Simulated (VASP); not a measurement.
The system is SiC.

```
Si C
1.0
     3.08658    0.00000    0.00000
     0.00000    5.00026    0.00000
     0.00000    0.00000    5.36367
Si C
4 4
Direct
  0.00000 0.99971 0.33347
  0.50000 0.99971 0.83347
  0.50000 0.49971 0.16653
  0.00000 0.49971 0.66653
  0.00000 0.62229 0.33350
  0.50000 0.62229 0.83350
  0.50000 0.12229 0.16650
  0.00000 0.12229 0.66650
```

The cell was built by a generator and isn't the measured one.

Program: VASP 6.6.1. Alike in all runs: level PBE; potentials or basis VASP PAW PBE potentials, release 64 (Si, C); cell as given; k mesh 8 × 5 × 5; cutoff (eV) 520; smearing gaussian 0.02 eV. Hardware: 8 MPI ranks on Intel(R) Xeon(R) Platinum 8488C (Sapphire Rapids) (shared host).

Task: Order these runs on this cell by their wall time, lowest first.
A. task band structure; spin non-collinear, zero start, SOC
B. task electrostatic potential; spin off
C. task band structure; spin off

Result: B (10 s), C (31 s), A (190 s).
